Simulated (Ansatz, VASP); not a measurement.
**CdTe: VASP beside Ansatz**

```
Cd Te
1.0
     4.58852    0.00000    0.00000
     0.00000    6.48915    0.00000
     0.00000    0.00000    4.58852
Cd Te
2 2
Direct
  0.00000 0.00000 0.00000
  0.50000 0.50000 0.50000
  0.00000 0.25000 0.50000
  0.50000 0.75000 0.00000
```

Alike in both runs: task single point; functional PBEsol; k mesh 6 × 4 × 6; occupations gaussian, width 0.02 eV; no spin polarisation.

|  | VASP | Ansatz |
| --- | --- | --- |
| version | VASP 6.6.1 | Ansatz 0.2.0 |
| potentials or method | VASP PAW PBE potentials, release 64 (Cd, Te) | scalar-relativistic, plane waves, PAW |
| plane-wave cutoff (eV) | 520 | 420 |
| valence electrons in the cell | 36 | 72 |

Ansatz gave:

| Property | Result |
| --- | --- |
| gap on the k mesh at the Fermi level (eV) | 0.65 |
| least direct gap on the mesh (eV) | 0.65 |
| pressure (GPa) | 0.0 |

**Question.** What did VASP give for the same quantities?

**Answer.** gap on the k mesh at the Fermi level (eV): 0.65; least direct gap on the mesh (eV): 0.65; pressure (GPa): 0.1.

The two sets of potentials don't hold the same shells in valence.

Caveats: the PAW data sets were made with another functional, which shifts forces and pressure a little (VASP); spin-orbit coupling is left out, which moves the levels of the heavy elements. PBEsol gaps usually lie below the measured ones, often by a third to a half.
